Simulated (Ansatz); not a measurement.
**Sb under strain**

Theory: DFT PBE, scalar-relativistic, plane waves, PAW in Ansatz 0.2.0. Run with 420 eV cutoff, 14×10×10 k-mesh, Gaussian smearing of 0.10 eV, no spin polarisation.

The relaxed crystal:

```
CELL_PARAMETERS angstrom
3.11048 0.00000 0.00000
0.00000 4.39642 0.00000
-0.00950 0.00000 4.39513
ATOMIC_POSITIONS crystal
Sb 0.00018 0.75000 0.74993
Sb 0.99982 0.25000 0.25007
```

Deformation: uniaxial strain along a, with the lengths of b and c and the atoms relaxed and the angles held, all within the symmetry that the strain leaves. Energies are extrapolated to zero smearing.

```tsv
strain (%)	ΔE (meV/atom)	a (Å)	b (Å)	c (Å)
-6.0	59.6	2.924	4.419	4.418
-4.0	24.5	2.986	4.412	4.412
-2.0	6.2	3.048	4.401	4.401
+0.0	0.0	3.110	4.396	4.395
+2.0	5.3	3.173	4.391	4.390
+4.0	19.0	3.235	4.388	4.387
+6.0	40.4	3.297	4.383	4.382
```

(1) What stiffness (1/V) d²E/dε² at zero strain does a cubic fit over all points give?

(2) How does the free axis b answer a small strain?

## Answers

(1) A cubic fit gives (1/V) d²E/dε² = 148 GPa at zero strain (Young's modulus along this axis, angles held).

(2) Between the innermost points its strain is -0.06 times the applied one.

This simple cubic form isn't the element's structure at ambient conditions.